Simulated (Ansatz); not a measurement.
Method: Ansatz, DFT PBE, scalar-relativistic, plane waves, PAW.

Plane waves to 420 eV, a k mesh through Γ of 12×12×6 on the computed 2-atom cell and Gaussian smearing (0.10 eV); no spin polarisation.

Structure with the computed forces (eV/Å) in the last three columns:

```xyz
2
Lattice="3.8876 -0.0796 0.0121 -2.0127 3.3269 -0.0121 0.0198 -0.0114 6.3728" Properties=species:S:1:pos:R:3:forces:R:3 pbc="T T T" pressure_GPa=0.82
Ca   -0.0283    2.1812    1.5325    0.0300   -0.0170    0.2080
Ca    1.9229    1.0547    4.8404   -0.0300    0.0170   -0.2080
```

Stress tensor (GPa, compression positive):

```
 0.59  0.50 -0.01
 0.50  1.17  0.01
-0.01  0.01  0.71
```

This form isn't the element's structure at ambient conditions.